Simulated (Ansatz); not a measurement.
## VO$_{2}$: converged, but where?

System: VO$_{2}$, an experimental structure (space group P4_2/mnm, primitive cell doubled); the cell holds 12 atoms. Source: COD entry 4336391; it may be a high-temperature, high-pressure or metastable form.

These are results of DFT, PBE, PAW, plane waves, scalar-relativistic in Ansatz development build ahead of 0.2.0, not measurements.

```yaml
crystal:
  lattice:
    - [-4.5983, 0.0, 0.0]
    - [0.0, -4.5983, -2.8514]
    - [0.0, -4.5983, 2.8514]
  atoms:
    - { symbol: V, position: [0.0, 0.0, 0.0], spin: 2.0 }
    - { symbol: V, position: [0.0, 0.5, 0.5], spin: -2.0 }
    - { symbol: V, position: [0.5, 0.0, 0.5], spin: -2.0 }
    - { symbol: V, position: [0.5, 0.5, 0.0], spin: 2.0 }
    - { symbol: O, position: [0.3001, 0.65005, 0.65005] }
    - { symbol: O, position: [0.3001, 0.15005, 0.15005] }
    - { symbol: O, position: [0.1999, 0.65005, 0.15005] }
    - { symbol: O, position: [0.1999, 0.15005, 0.65005] }
    - { symbol: O, position: [0.6999, 0.84995, 0.84995] }
    - { symbol: O, position: [0.6999, 0.34995, 0.34995] }
    - { symbol: O, position: [0.8001, 0.84995, 0.34995] }
    - { symbol: O, position: [0.8001, 0.34995, 0.84995] }
magnetization:
  spin_polarized: true
hamiltonian:
  xc: pbe
  pseudopotentials: { kind: paw }
basis:
  ecutwfc: 420
kpoints:
  mp_grid: { grid: [3, 3, 3] }
scf:
  occupations: { method: fermi_dirac, width: 0.03 }
  lower_state_search: "off"
output:
  forces: true
  stress: true
```

The run was started with:
```sh
ansatz run input.yaml --threads 4 --pin off --max-ram 9216MiB --backend cpu --events-out ev --progress --plain --runs-dir out
```

Time: 2.9 s on 4 threads of AMD EPYC 7R43 64-Core Processor (Zen 3), with other jobs on the host, peak memory 0.62 GiB.

The end of the output:

```
SCF converged after 19 iterations
Magnetization: 0.0000 μB (50.0000 up, 50.0000 down)
Absolute magnetization: 2.7230 μB (∫|ρ↑−ρ↓|, with the PAW one-centre terms)
Spin contamination: 0.8913 ħ² per cell (⟨S²⟩ above its minimum at these occupations)
Per-site moments (μB) at R_I (Å): [(0.5017, 0.7958), (-0.5017, 0.7958), (-0.5017, 0.7958), (0.5017, 0.7958), (0.0105, 0.7958), (-0.0105, 0.7958), (-0.0105, 0.7958), (0.0105, 0.7958), (-0.0105, 0.7958), (0.0105, 0.7958), (0.0105, 0.7958), (-0.0105, 0.7958)]
Free energy (F): -16197.110168 eV
Harris-Foulkes:  -16197.110168 eV  (|F-HF|=2.76e-9)
Internal energy: -16197.060310 eV  (E = F + TS)
E sigma→0 (E₀):  -16197.085239 eV
Entropy (-TS):   -0.049858 eV (-4.155 meV/atom)
Fermi energy:    10.739415 eV
--- Forces (eV/Å), atoms counted from 1 ---
  atom   1  V      0.00000000    -0.00000000    -0.00000000
  atom   2  V      0.00000000     0.00000000    -0.00000000
  atom   3  V      0.00000000     0.00000000     0.00000000
  atom   4  V      0.00000000     0.00000000     0.00000000
  atom   5  O     -0.05515311    -0.05479299     0.00836249
  atom   6  O     -0.05515311    -0.05479299     0.00836249
  atom   7  O      0.05515311    -0.05479299     0.00836249
  atom   8  O      0.05515311    -0.05479299     0.00836249
  atom   9  O      0.05515311     0.05479299    -0.00836249
  atom  10  O      0.05515311     0.05479299    -0.00836249
  atom  11  O     -0.05515311     0.05479299    -0.00836249
  atom  12  O     -0.05515311     0.05479299    -0.00836249
--- Stress (GPa, compression-positive) ---
       -2.601510       0.000000       0.000000
        0.000000      -2.417909       0.275558
        0.000000       0.275563      -6.049523
  P = ⅓ Tr σ = -3.6896 GPa (-36.896 kbar)
```

The mesh is too coarse to rank close states of a metal with certainty: differences of some tens of meV/atom may change, at times in sign.

A semilocal functional without U tends to delocalise d and f electrons, and can give a metal where the real compound is an insulator.

Site moments are taken inside atomic spheres and don't add up to the total.

Question: Would you trust this as the ground state? If a lower solution is known, describe it.

Answer: No, on this mesh. A state 31.2 meV/atom (0.374 eV per cell) lower exists in this cell: ferromagnetic with opposed moments on main-group atoms, site moments V1 0.84, V2 0.84, V3 0.84, V4 0.84 μB, total 4.00 μB per cell, no gap on the k-mesh. It was reached from: parallel moments, default search for lower states [V1 2.00, V2 2.00, V3 2.00, V4 2.00 μB]; a moment on one site alone, plain SCF [V2 2.00 μB]. The wrong state matters: the pressure is -2.6 GPa there against -3.7 GPa here, and forces differ by up to 0.09 eV/Å (largest force 0.01 there, 0.08 eV/Å here). States within about 5 meV/atom are too close for this mesh, smearing and search to settle their order. This multiple of the primitive cell fits some opposed orders; other multiples fit others. “Lowest” means lowest among the runs made in this cell. Sign patterns typed on V1 V2 V3 V4: ++++, +-++, +--+, ++--, 0+00; other orders that fit weren't typed.
